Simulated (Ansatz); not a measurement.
**How settings move the results for V**

```
CELL_PARAMETERS angstrom
2.61252 0.00000 0.00000
-1.30626 2.26251 0.00000
0.00000 0.00000 4.68790
ATOMIC_POSITIONS crystal
V 0.33333 0.66667 0.25000
V 0.66667 0.33333 0.75000
```

Atoms are numbered in the order listed.

The structure comes from a relaxation in the same program, started in the hcp type, and has space group P6_3/mmc. Whether it is a known phase or the ground state wasn't checked.

The calculation used DFT, PBE, all-electron LAPW, scalar-relativistic in Ansatz 0.2.0.

Settings: a Γ-centred 18×18×10 k mesh, Fermi–Dirac smearing of 0.08 eV, basis error target 1 meV/atom, spin-polarised from start moments V1 1.5, V2 1.5 μB (the moments died away, and the run ended non-magnetic). One setting is then changed at a time.

```
                   filling  energy at zero smearing less the base's (meV/atom)  P (GPa)  cutoff chosen (eV)
Fermi–Dirac 0.08 eV (base)                                                 0.0    -0.04                 260
               tetrahedron                                                -0.1        –                 260
           Gaussian 0.2 eV                                                 0.1    -0.05                 260
       Fermi–Dirac 0.01 eV                                                -0.1        ?                 260
       Fermi–Dirac 0.28 eV                                                   ?     2.65                 260
  Methfessel–Paxton 0.2 eV                                                -0.1    -0.36                 260
```

What belongs in the row "Fermi–Dirac 0.28 eV", column "energy at zero smearing less the base's (meV/atom)"?

-10.2.

What belongs in the row "Fermi–Dirac 0.01 eV", column "P (GPa)"?

-0.32.
